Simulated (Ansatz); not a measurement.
What tensor shear ε_xz = +1.95 % does to AlSb

Start from AlSb in the zinc blende structure (space group F-43m, No. 216; a = 6.157 Å). Axes: x, y, z lie along the cube axes.

Modification: tensor shear ε_xz = +1.95 % (engineering shear γ = 0.0390); the atoms relax in the strained cell.

All numbers come from Ansatz (a first-principles code) PBEsol, without spin-orbit coupling. Settings: 13×13×13 k-points, 0.05 eV Fermi–Dirac smearing.

```json
[
 {"quantity": "volume per atom", "base": "29.18 Å³", "changed": "29.16 Å³", "shift": "-0.011 Å³"},
 {"quantity": "space group", "base": "F-43m (No. 216)", "changed": "Imm2 (No. 44)", "shift": "–"},
 {"quantity": "shortest interatomic distance", "base": "2.666 Å", "changed": "2.653 Å", "shift": "-0.013 Å"},
 {"quantity": "energy relative to the base (free energy F)", "base": "0 meV/atom", "changed": "+5.1 meV/atom", "shift": "+5.1 meV/atom"},
 {"quantity": "pressure (mean of the normal stresses, compression positive)", "base": "0.01 GPa", "changed": "0.02 GPa", "shift": "+0.01 GPa"},
 {"quantity": "band gap", "base": "1.14 eV", "changed": "0.83 eV", "shift": "-0.31 eV"},
 {"quantity": "gap character", "base": "–", "changed": "indirect, Γ → X", "shift": "–"},
 {"quantity": "smallest direct gap", "base": "1.47 eV", "changed": "1.26 eV", "shift": "-0.216 eV"},
 {"quantity": "valence-band top at Γ (three highest levels, from the VBM)", "base": "0.00, 0.00, 0.00 eV", "changed": "0.00, -0.18, -0.32 eV", "shift": "–"},
 {"quantity": "largest internal atomic displacement", "base": "–", "changed": "0.019 Å", "shift": "–"},
 {"quantity": "stress (xx, yy, zz, yz, xz, xy; compression positive)", "base": "–", "changed": "(0.04, -0.02, 0.04, 0.00, -1.45, 0.00) GPa", "shift": "–"}
]
```

Final structure:

```yaml
crystal:
  lattice:
    - [0.06003, 3.07852, 3.07852]
    - [3.13855, 0.00000, 3.13855]
    - [3.07852, 3.07852, 0.06003]
  atoms:
    - { symbol: Sb, position: [0.75301, 0.74699, 0.75301] }
    - { symbol: Al, position: [0.99699, 0.00301, 0.99699] }
```

With Sb present, leaving out spin-orbit coupling can change the band edges. No phonon test of stability was made. k-point labels follow each cell's own Brillouin zone.
